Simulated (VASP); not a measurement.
SiC:

```
Si C
1.0
     0.00000    2.17900    2.17900
     2.17900    0.00000    2.17900
     2.17900    2.17900    0.00000
Si C
1 1
Direct
  0.00000 0.00000 0.00000
  0.25000 0.25000 0.25000
```

Base run:

- Program: VASP 6.6.1
- Functional: r2SCAN
- Potentials or basis: VASP PAW PBE potentials, release 64 (Si, C)
- Cutoff: 520 eV
- k mesh: 10 × 10 × 10
- Occupations: gaussian, width 0.03 eV
- Spin: no spin polarisation

Its results: band gap on the k mesh 1.72 eV, indirect (least direct gap 5.06 eV).

Question: The run is repeated on the same cell with these changes: functional from r2SCAN to TB-mBJ. What comes out?

Answer: Band gap on the k mesh 2.34 eV, indirect (least direct gap 5.53 eV).
